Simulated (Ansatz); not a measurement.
**Ge (P6_3/mmc), frozen normal mode**

Method: DFT r2SCAN, scalar-relativistic, plane waves, PAW in Ansatz. Cutoff 500 eV, Γ-centred 12×12×4 k-points, Gaussian smearing of 0.03 eV. No spin polarisation. Energies are free energies at this smearing, counted from the undisturbed cell; pressure is positive in compression.

The starting cell (relaxed at this level; this form isn't the usual structure):

```yaml
crystal:
  lattice:
    - [4.00346, 0.00000, 0.00000]
    - [-2.00173, 3.46709, 0.00000]
    - [0.00000, 0.00000, 13.15265]
  atoms:
    - { symbol: Ge, position: [0.00000, 0.00000, 0.40684] }
    - { symbol: Ge, position: [0.00000, 0.00000, 0.59316] }
    - { symbol: Ge, position: [0.00000, 0.00000, 0.90684] }
    - { symbol: Ge, position: [0.00000, 0.00000, 0.09316] }
    - { symbol: Ge, position: [0.33333, 0.66667, 0.34412] }
    - { symbol: Ge, position: [0.66667, 0.33333, 0.65588] }
    - { symbol: Ge, position: [0.66667, 0.33333, 0.84412] }
    - { symbol: Ge, position: [0.33333, 0.66667, 0.15588] }
```

A zone-centre mode of this cell is frozen in: each atom moves by x times its row below, so x is the largest displacement.
```
atom ux uy uz
 Ge1   0.707   0.707  0.000
 Ge2   0.707   0.707  0.000
 Ge3  -0.707  -0.707  0.000
 Ge4  -0.707  -0.707  0.000
 Ge5   0.656   0.656  0.000
 Ge6   0.656   0.656  0.000
 Ge7  -0.656  -0.656  0.000
 Ge8  -0.656  -0.656  0.000
```

| x (Å) | ΔE (meV/cell) |
| --- | --- |
| -0.1200 | 39.6 |
| -0.0600 | 9.8 |
| 0.0000 | 0.0 |
| 0.0300 | 2.5 |
| 0.0900 | 22.2 |

Task: Predict the gap on the mesh (eV) at each point.

Result:
| x (Å) | gap on the mesh (eV) |
| --- | --- |
| -0.1200 | 0.29 |
| -0.0600 | 0.28 |
| 0.0000 | 0.27 |
| 0.0300 | 0.27 |
| 0.0900 | 0.28 |